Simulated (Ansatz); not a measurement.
# Sb3Mo: the cost of one run

Method: DFT r2SCAN, scalar-relativistic, plane waves, PAW, in Ansatz 0.2.0.

## (1) The structure to begin with

It takes space group Pm-3n (No. 223, cubic). The conventional cell has a = 5.885 Å, b = 5.885 Å, c = 5.885 Å, α = 90.00°, β = 90.00°, γ = 90.00°. Around Sb (site symmetry -4m2) lie 2 Sb at 2.94 Å and 4 Mo at 3.29 Å. Mo (site symmetry m-3) is surrounded by 12 Sb at 3.29 Å.

Coordinates:

```cif
data_structure
_symmetry_space_group_name_H-M 'P 1'
_symmetry_Int_Tables_number 1
_cell_length_a 5.8849
_cell_length_b 5.8849
_cell_length_c 5.8849
_cell_angle_alpha 90.000
_cell_angle_beta 90.000
_cell_angle_gamma 90.000
_cell_volume 203.80
loop_
_atom_site_label
_atom_site_type_symbol
_atom_site_fract_x
_atom_site_fract_y
_atom_site_fract_z
_atom_site_occupancy
Sb1 Sb 0.00000 0.50000 0.25000 1
Sb2 Sb 0.00000 0.50000 0.75000 1
Sb3 Sb 0.25000 0.00000 0.50000 1
Sb4 Sb 0.75000 0.00000 0.50000 1
Sb5 Sb 0.50000 0.75000 0.00000 1
Sb6 Sb 0.50000 0.25000 0.00000 1
Mo1 Mo 0.00000 0.00000 0.00000 1
Mo2 Mo 0.50000 0.50000 0.50000 1
```

(A quick probe on a coarse mesh, which set the mesh and smearing, is not shown.)

## (3) Rough relaxation on the coarse mesh

input.yaml

```yaml
crystal:
  lattice:
    - [5.8848719429, 0.0, 0.0]
    - [0.0, 5.8848719429, 0.0]
    - [0.0, 0.0, 5.8848719429]
  atoms:
    - { symbol: Sb, position: [0.0, 0.5, 0.25] }
    - { symbol: Sb, position: [0.0, 0.5, 0.75] }
    - { symbol: Sb, position: [0.25, 0.0, 0.5] }
    - { symbol: Sb, position: [0.75, 0.0, 0.5] }
    - { symbol: Sb, position: [0.5, 0.75, 0.0] }
    - { symbol: Sb, position: [0.5, 0.25, 0.0] }
    - { symbol: Mo, position: [0.0, 0.0, 0.0] }
    - { symbol: Mo, position: [0.5, 0.5, 0.5] }
basis:
  ecutwfc: 500
kpoints:
  mp_grid: { grid: [4, 4, 4] }
hamiltonian:
  xc: r2scan
scf:
  occupations: { method: gaussian, width: 0.1 }
  lower_state_search: "off"
output:
  forces: true
  stress: true
  eigenvalues: true
relax:
  adjacent_minimum: "off"
  f_tol: 0.04
  max_steps: 70
  cell: { stress_tol: 0.4 }
```

The run is started by

```sh
$ ansatz run input.yaml --threads 1 --pin off --max-ram 2560MiB --backend cpu --events-out ev --progress --plain --runs-dir out
```

Q: Estimate wall time and peak memory on 1 thread of Arm Neoverse V2, shared host.

About 1.7 min, with a peak of 0.88 GiB.
